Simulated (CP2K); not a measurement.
# CdS (Hawleyite) (P1) in CP2K: convergence with k mesh

Aim: find how far k mesh must go before the results for CdS (Hawleyite) settle, at PBE. This setting moves, with any that are tied to it; all else stays.

Program: CP2K 2026.2. These are calculated values, not measurements. Logs are shortened: lines on timing, memory, paths and dates and some standing lists are left out, and cuts for length are marked.

### Step 1. The cell of the first run

The typed cell holds 2 atoms: a = 4.125 Å, b = 4.125 Å, c = 4.125 Å, α = 60.00°, β = 60.00°, γ = 60.00°.

The cell isn't the ideal one: atoms moved at random, drawn with an rms of 0.05 Å.

### Step 2. With k mesh 2 × 2 × 2

Contents of cds_converge.inp:

```
&GLOBAL
  PROJECT cds_converge
  RUN_TYPE ENERGY_FORCE
  PRINT_LEVEL LOW
&END GLOBAL
&FORCE_EVAL
  METHOD QS
  STRESS_TENSOR ANALYTICAL
  &DFT
    BASIS_SET_FILE_NAME BASIS_MOLOPT
    POTENTIAL_FILE_NAME GTH_POTENTIALS
    &MGRID
      CUTOFF 450
      REL_CUTOFF 60
      NGRIDS 5
    &END MGRID
    &QS
      METHOD GPW
      EPS_DEFAULT 1.0E-9
    &END QS
    &KPOINTS
      SCHEME MONKHORST-PACK 2 2 2
      GAMMA_CENTERED T
      SYMMETRY T
      SYMMETRY_BACKEND SPGLIB
    &END KPOINTS
    &SCF
      SCF_GUESS ATOMIC
      EPS_SCF 1.0E-6
      MAX_SCF 100
      ADDED_MOS 10
      CHOLESKY OFF
      EPS_EIGVAL 1.0E-7
      &DIAGONALIZATION ON
        ALGORITHM STANDARD
      &END DIAGONALIZATION
      &MIXING ON
        METHOD BROYDEN_MIXING
        ALPHA 0.4
        BETA 1.5
        NBUFFER 8
      &END MIXING
      &SMEAR ON
        METHOD FERMI_DIRAC
        ELECTRONIC_TEMPERATURE [K] 1160.452
      &END SMEAR
    &END SCF
    &XC
      &XC_FUNCTIONAL
        &GGA_X_PBE
        &END GGA_X_PBE
        &GGA_C_PBE
        &END GGA_C_PBE
      &END XC_FUNCTIONAL
    &END XC
    &PRINT
      &KPOINTS ON
      &END KPOINTS
      &MULLIKEN ON
      &END MULLIKEN
      &MO ON
        ENERGIES T
        OCCUPATION_NUMBERS T
        &EACH
          QS_SCF 0
        &END EACH
        ADD_LAST NUMERIC
      &END MO
    &END PRINT
  &END DFT
  &SUBSYS
    &CELL
      A 4.1245538547 0.0000000000 0.0000000000
      B 2.0622769273 3.5719684174 0.0000000000
      C 2.0622769273 1.1906561391 3.3676841202
      PERIODIC XYZ
    &END CELL
    &COORD
      SCALED
      Cd  0.0034150000 0.0111870000 -0.0092280000
      S   0.7494770000 0.7486900000 0.7453820000
    &END COORD
    &KIND Cd
      BASIS_SET DZVP-MOLOPT-SR-GTH-q12
      POTENTIAL GTH-PBE-q12
    &END KIND
    &KIND S
      BASIS_SET DZVP-MOLOPT-SR-GTH-q6
      POTENTIAL GTH-PBE-q6
    &END KIND
    &PRINT
      &ATOMIC_COORDINATES ON
      &END ATOMIC_COORDINATES
      &CELL ON
      &END CELL
    &END PRINT
  &END SUBSYS
  &PRINT
    &FORCES ON
    &END FORCES
    &STRESS_TENSOR ON
    &END STRESS_TENSOR
  &END PRINT
&END FORCE_EVAL
```

Potentials or basis: GTH_POTENTIALS Cd GTH-PBE-q12, S GTH-PBE-q6; DZVP-MOLOPT-SR-GTH basis.

The run is started by

```console
> OMP_NUM_THREADS=1 cp2k.psmp -i cds_converge.inp -o cds_converge.out
```

cds_converge.out:

```text

 CP2K| version string:                                       CP2K version 2026.2
 CP2K| Input file name                                          cds_converge.inp

 GLOBAL| Force Environment number                                              1
 GLOBAL| Basis set file name                                        BASIS_MOLOPT
 GLOBAL| Potential file name                                      GTH_POTENTIALS
 GLOBAL| MM Potential file name                                     MM_POTENTIAL
 GLOBAL| Coordinate file name                                      __STD_INPUT__
 GLOBAL| Method name                                                        CP2K
 GLOBAL| Project name                                               cds_converge
 GLOBAL| Run type                                                   ENERGY_FORCE
 GLOBAL| FFT library                                                       FFTW3
[... 8 lines left out ...]
 GLOBAL| CPU model name                                                  UNKNOWN

 CELL| Volume [angstrom^3]:                                            49.615336
 CELL| Vector a [angstrom]:       4.125     0.000     0.000   |a| =     4.124554
 CELL| Vector b [angstrom]:       2.062     3.572     0.000   |b| =     4.124554
 CELL| Vector c [angstrom]:       2.062     1.191     3.368   |c| =     4.124554
 CELL| Angle (b,c), alpha [degree]:                                    60.000000
 CELL| Angle (a,c), beta  [degree]:                                    60.000000
 CELL| Angle (a,b), gamma [degree]:                                    60.000000
 CELL| Numerically orthorhombic:                                              NO
 CELL| Periodicity                                                           XYZ

 CELL_REF| Volume [angstrom^3]:                                        49.615336
 CELL_REF| Vector a [angstrom     4.125     0.000     0.000   |a| =     4.124554
 CELL_REF| Vector b [angstrom     2.062     3.572     0.000   |b| =     4.124554
 CELL_REF| Vector c [angstrom     2.062     1.191     3.368   |c| =     4.124554
 CELL_REF| Angle (b,c), alpha [degree]:                                60.000000
 CELL_REF| Angle (a,c), beta  [degree]:                                60.000000
 CELL_REF| Angle (a,b), gamma [degree]:                                60.000000
 CELL_REF| Numerically orthorhombic:                                          NO
 CELL_REF| Periodicity                                                       XYZ
[... 10 lines left out ...]

  Total number of            - Atomic kinds:                                   2
                             - Atoms:                                          2
                             - Shell sets:                                     2
                             - Shells:                                        12
                             - Primitive Cartesian functions:                  9
                             - Cartesian basis functions:                     44
                             - Spherical basis functions:                     38

  Maximum angular momentum of- Orbital basis functions:                        3
                             - Local part of the GTH pseudopotential:          0
                             - Non-local part of the GTH pseudopotential:      4

 MODULE QUICKSTEP: ATOMIC COORDINATES IN ANGSTROM

   Atom Kind Element         X             Y             Z       Z(eff)     Mass
      1    1 Cd   48      0.018125      0.028972     -0.031077  12.0000 112.4110
      2    2 S    16      6.172448      3.561791      2.510211   6.0000  32.0650

 SCF PARAMETERS         Density guess:                                    ATOMIC
[... 9 lines left out ...]
                        --------------------------------------------------------
                        level_shift [a.u.]:                             0.000000
                        added MOs                                        10    0
                        --------------------------------------------------------
                        Mixing method:                            BROYDEN_MIXING
                                                charge density mixing in g-space
                        --------------------------------------------------------
                        Smear method:                                FERMI_DIRAC
[... 22 lines left out ...]
 BRILLOUIN|     4           0.12500        0.00000        0.50000        0.50000
 BRILLOUIN|     5           0.12500        0.50000        0.00000        0.00000
 BRILLOUIN|     6           0.12500        0.50000        0.00000        0.50000
 BRILLOUIN|     7           0.12500        0.50000        0.50000        0.00000
 BRILLOUIN|     8           0.12500        0.50000        0.50000        0.50000
 *******************************************************************************

 Extrapolation method: initial_guess

 Number of electrons:                                                         18
 Number of occupied orbitals:                                                  9
 Number of molecular orbitals:                                                19

 Number of orbital functions:                                                 38
 Number of independent orbital functions:                                     38

 SCF WAVEFUNCTION OPTIMIZATION

  Step     Update method      Time    Convergence         Total energy    Change
  ------------------------------------------------------------------------------
     1 NoMix/Diag. 0.40E+00    0.5     2.03226393       -56.3820500430 -5.64E+01
     2 Broy./Diag. 0.40E+00    0.9     0.07388607       -56.0115305795  3.71E-01
     3 Broy./Diag. 0.40E+00    0.9     0.16564558       -56.1672811225 -1.56E-01
     4 Broy./Diag. 0.40E+00    0.9     0.01566508       -56.3054719018 -1.38E-01
     5 Broy./Diag. 0.40E+00    0.9     0.00348924       -56.2892230294  1.62E-02
     6 Broy./Diag. 0.40E+00    0.9     0.00132881       -56.2748831027  1.43E-02
     7 Broy./Diag. 0.40E+00    0.9     0.00075972       -56.2750483982 -1.65E-04
     8 Broy./Diag. 0.40E+00    0.9     0.00107777       -56.2833014866 -8.25E-03
     9 Broy./Diag. 0.40E+00    0.9     0.00011867       -56.2867013053 -3.40E-03
    10 Broy./Diag. 0.40E+00    0.9     0.00004017       -56.2864573214  2.44E-04
    11 Broy./Diag. 0.40E+00    0.9     0.00001293       -56.2863668067  9.05E-05
    12 Broy./Diag. 0.40E+00    0.9     0.00000351       -56.2863748403 -8.03E-06
    13 Broy./Diag. 0.40E+00    0.9     0.00000456       -56.2863533915  2.14E-05
    14 Broy./Diag. 0.40E+00    0.9     0.00000072       -56.2863411214  1.23E-05

  *** SCF run converged in    14 steps ***

  Electronic density on regular grids:        -17.9999999818        0.0000000182
  Core density on regular grids:               17.9999999801       -0.0000000199
  Total charge density on r-space grids:       -0.0000000017
  Total charge density g-space grids:          -0.0000000017

  Overlap energy of the core charge distribution:               0.00000000037815
  Self energy of the core charge distribution:                -98.03709906323351
  Core Hamiltonian energy:                                     29.71424516588550
  Hartree energy:                                              20.98024726149944
  Exchange-correlation energy:                                 -8.94358978310769
  Electronic entropic energy:                                  -0.00014470374723
  Fermi energy:                                                 0.15380850665130

  Total energy:                                               -56.28634112140828
  Total energy (extrapolated to T->0):                        -56.28626876953467

 MO| EIGENVALUES AND OCCUPATION NUMBERS FOR K POINT 1
 MO|
 MO|  Index      Eigenvalue [a.u.]        Eigenvalue [eV]             Occupation
 MO|      1              -0.317352              -8.635593               2.000000
 MO|      2              -0.166697              -4.536056               2.000000
 MO|      3              -0.165150              -4.493967               2.000000
 MO|      4              -0.163677              -4.453885               2.000000
 MO|      5              -0.148710              -4.046610               2.000000
 MO|      6              -0.148631              -4.044457               2.000000
[... 186 lines left out ...]
 MO|     18               0.713082              19.403938               0.000000
 MO|     19               0.713534              19.416236               0.000000
 MO| Sum:                                                              17.999990
 MO| E(Fermi):            0.153809 a.u.          4.185342 eV

 !-----------------------------------------------------------------------------!
                     Mulliken Population Analysis

 #  Atom  Element  Kind  Atomic population                           Net charge
       1     Cd       1         11.513904                              0.486096
       2     S        2          6.486096                             -0.486096
 # Total charge                             18.000000                 -0.000000

 !-----------------------------------------------------------------------------!

 ENERGY| Total FORCE_EVAL ( QS ) energy [hartree]            -56.286339671864489

 FORCES| Atomic forces [hartree/bohr]
 FORCES|   Atom     x               y               z               |f|
 FORCES|      1 -3.23272008E-03 -4.54210798E-03  1.94936631E-03   5.90603531E-03
 FORCES|      2  3.22518113E-03  4.54486285E-03 -1.94973737E-03   5.90415510E-03
 FORCES| Sum    -7.53895436E-06  2.75486946E-06 -3.71066975E-07
 FORCES| Total atomic force                                       8.03509984E-06

 STRESS| Analytical stress tensor [bar]
 STRESS|                        x                   y                   z
 STRESS|      x        7.23280181039E+04  -5.89363670767E+03  -3.61555286124E+03
 STRESS|      y       -5.89363670767E+03   8.78646142011E+04  -5.32131695802E+03
 STRESS|      z       -3.61555286124E+03  -5.32131695802E+03   7.31764088564E+04
 STRESS| 1/3 Trace                                             7.77896803871E+04
 STRESS| Determinant                                           4.59076233565E+14

 STRESS| Eigenvectors and eigenvalues of the analytical stress tensor [bar]
 STRESS|                        1                   2                   3
 STRESS| Eigenvalues   6.62014427319E+04   7.63923938187E+04   9.07752046108E+04
 STRESS|      x           0.700207527570     -0.667007723601     -0.254578308169
 STRESS|      y           0.344148248338      0.002921820884      0.938910776447
 STRESS|      z           0.625516907445      0.745045072206     -0.231595420683
```

Wall time 15 s (1 thread of Arm Neoverse V1, shared host); peak memory 0.26 GiB.

Results:

```yaml
Free_energy: -1531.6292 eV
Pressure: 7.8 GPa
Largest_force: 0.304 eV/Å
Band_gap_on_the_k_mesh: 0.95 eV, direct
Mulliken_charges: Cd +0.49; S -0.49 e
```

### Step 3. With k mesh 3 × 3 × 3

Edit cds_converge.inp of step 2 so:

```diff
@@ -21,3 +21,3 @@
     &KPOINTS
-      SCHEME MONKHORST-PACK 2 2 2
+      SCHEME MONKHORST-PACK 3 3 3
       GAMMA_CENTERED T
```

Potentials or basis: GTH_POTENTIALS Cd GTH-PBE-q12, S GTH-PBE-q6; DZVP-MOLOPT-SR-GTH basis.

The run is started by

```console
> OMP_NUM_THREADS=1 cp2k.psmp -i cds_converge.inp -o cds_converge.out
```

Wall time 16 s (1 thread of Arm Neoverse V1, shared host); peak memory 0.26 GiB.

Results:

| Item | Value |
| --- | --- |
| Free energy | -1532.4571 eV |
| Pressure | 4.9 GPa |
| Largest force | 0.298 eV/Å |
| Band gap on the k mesh | 1.06 eV, direct |
| Mulliken charges | Cd +0.41; S -0.41 e |

### Step 4. With k mesh 4 × 4 × 4

Edit cds_converge.inp of step 3 so:

```diff
@@ -21,3 +21,3 @@
     &KPOINTS
-      SCHEME MONKHORST-PACK 3 3 3
+      SCHEME MONKHORST-PACK 4 4 4
       GAMMA_CENTERED T
```

The run is started by

```console
> OMP_NUM_THREADS=1 cp2k.psmp -i cds_converge.inp -o cds_converge.out
```

Wall time 17 s (1 thread of Arm Neoverse V1, shared host); peak memory 0.26 GiB.

What came out:

```yaml
Free_energy: -1532.5866 eV
Pressure: 4.3 GPa
Largest_force: 0.297 eV/Å
Band_gap_on_the_k_mesh: 1.09 eV, direct
Mulliken_charges: Cd +0.38; S -0.38 e
```

### Step 5. With k mesh 5 × 5 × 5

Edit cds_converge.inp of step 4 so:

```diff
@@ -21,3 +21,3 @@
     &KPOINTS
-      SCHEME MONKHORST-PACK 4 4 4
+      SCHEME MONKHORST-PACK 5 5 5
       GAMMA_CENTERED T
```

The run is started by

```console
> OMP_NUM_THREADS=1 cp2k.psmp -i cds_converge.inp -o cds_converge.out
```

It took 18 s on 1 thread of Arm Neoverse V1, shared host; peak memory 0.26 GiB.

What came out:

| Property | Result |
| --- | --- |
| Free energy | -1532.6125 eV |
| Pressure | 4.2 GPa |
| Largest force | 0.297 eV/Å |
| Band gap on the k mesh | 1.10 eV, direct |
| Mulliken charges | Cd +0.38; S -0.38 e |

### Step 6. With k mesh 6 × 6 × 6

Edit cds_converge.inp of step 5 so:

```diff
@@ -21,3 +21,3 @@
     &KPOINTS
-      SCHEME MONKHORST-PACK 5 5 5
+      SCHEME MONKHORST-PACK 6 6 6
       GAMMA_CENTERED T
```

Potentials or basis: GTH_POTENTIALS Cd GTH-PBE-q12, S GTH-PBE-q6; DZVP-MOLOPT-SR-GTH basis.

The run is started by

```console
> OMP_NUM_THREADS=1 cp2k.psmp -i cds_converge.inp -o cds_converge.out
```

Wall time 21 s (1 thread of Arm Neoverse V1, shared host); peak memory 0.27 GiB.

Results:

```yaml
Free_energy: -1532.6188 eV
Pressure: 4.2 GPa
Largest_force: 0.297 eV/Å
Band_gap_on_the_k_mesh: 1.10 eV, direct
Mulliken_charges: Cd +0.37; S -0.37 e
```

### Step 7. With k mesh 7 × 7 × 7

Edit cds_converge.inp of step 6 so:

```diff
@@ -21,3 +21,3 @@
     &KPOINTS
-      SCHEME MONKHORST-PACK 6 6 6
+      SCHEME MONKHORST-PACK 7 7 7
       GAMMA_CENTERED T
```

The run is started by

```console
> OMP_NUM_THREADS=1 cp2k.psmp -i cds_converge.inp -o cds_converge.out
```

Wall time 25 s (1 thread of Arm Neoverse V1, shared host); peak memory 0.27 GiB.

Results (log left out):

- Free energy: -1532.6205 eV
- Pressure: 4.2 GPa
- Largest force: 0.297 eV/Å
- Band gap on the k mesh: 1.10 eV, direct
- Mulliken charges: Cd +0.37; S -0.37 e

### Step 8. With k mesh 8 × 8 × 8

Edit cds_converge.inp of step 7 so:

```diff
@@ -21,3 +21,3 @@
     &KPOINTS
-      SCHEME MONKHORST-PACK 7 7 7
+      SCHEME MONKHORST-PACK 8 8 8
       GAMMA_CENTERED T
```

The run is started by

```console
> OMP_NUM_THREADS=1 cp2k.psmp -i cds_converge.inp -o cds_converge.out
```

Run time: 30 s. Hardware: 1 thread of Arm Neoverse V1, shared host; peak memory 0.28 GiB.

Results (log left out):

```
Free energy            : -1532.6211 eV
Pressure               : 4.2 GPa
Largest force          : 0.297 eV/Å
Band gap on the k mesh : 1.10 eV, direct
Mulliken charges       : Cd +0.37; S -0.37 e
```

### Step 9. With k mesh 10 × 10 × 10

Edit cds_converge.inp of step 8 so:

```diff
@@ -21,3 +21,3 @@
     &KPOINTS
-      SCHEME MONKHORST-PACK 8 8 8
+      SCHEME MONKHORST-PACK 10 10 10
       GAMMA_CENTERED T
```

Potentials or basis: GTH_POTENTIALS Cd GTH-PBE-q12, S GTH-PBE-q6; DZVP-MOLOPT-SR-GTH basis.

The run is started by

```console
> OMP_NUM_THREADS=1 cp2k.psmp -i cds_converge.inp -o cds_converge.out
```

It took 43 s on 1 thread of Arm Neoverse V1, shared host; peak memory 0.31 GiB.

Results (log left out):

* Free energy: -1532.6214 eV
* Pressure: 4.2 GPa
* Largest force: 0.297 eV/Å
* Band gap on the k mesh: 1.10 eV, direct
* Mulliken charges: Cd +0.37; S -0.37 e

### Step 10. The series at a glance

```csv
k mesh,"energy less the tightest run, at zero smearing (meV/atom)",pressure (GPa),largest force (eV/Å),gap on the mesh (eV),SCF cycles,CPU time (s),peak memory (GiB)
2 × 2 × 2,497.06,7.78,0.304,0.948,14,15,0.26
3 × 3 × 3,82.30,4.91,0.298,1.062,14,16,0.26
4 × 4 × 4,17.46,4.33,0.297,1.090,14,17,0.26
5 × 5 × 5,4.46,4.20,0.297,1.098,14,18,0.26
6 × 6 × 6,1.31,4.18,0.297,1.100,14,21,0.27
7 × 7 × 7,0.43,4.17,0.297,1.101,14,25,0.27
8 × 8 × 8,0.14,4.17,0.297,1.101,14,30,0.28
10 × 10 × 10,0.00,4.17,0.297,1.102,14,43,0.31
```

Against the tightest run, the energy stays within 1 meV/atom from 7 × 7 × 7 on; the pressure stays within 0.1 GPa from 5 × 5 × 5 on; the largest force stays within 0.005 eV/Å from 3 × 3 × 3 on; the gap on the mesh stays within 0.01 eV from 5 × 5 × 5 on. Meshes of other sizes hit other points, so gaps and Fermi surfaces needn't settle smoothly. The tightest run that finished is the yardstick and may itself not be fully converged.

Caveats: the basis of atomic orbitals isn't converged, which shifts pressures, moduli and gaps.
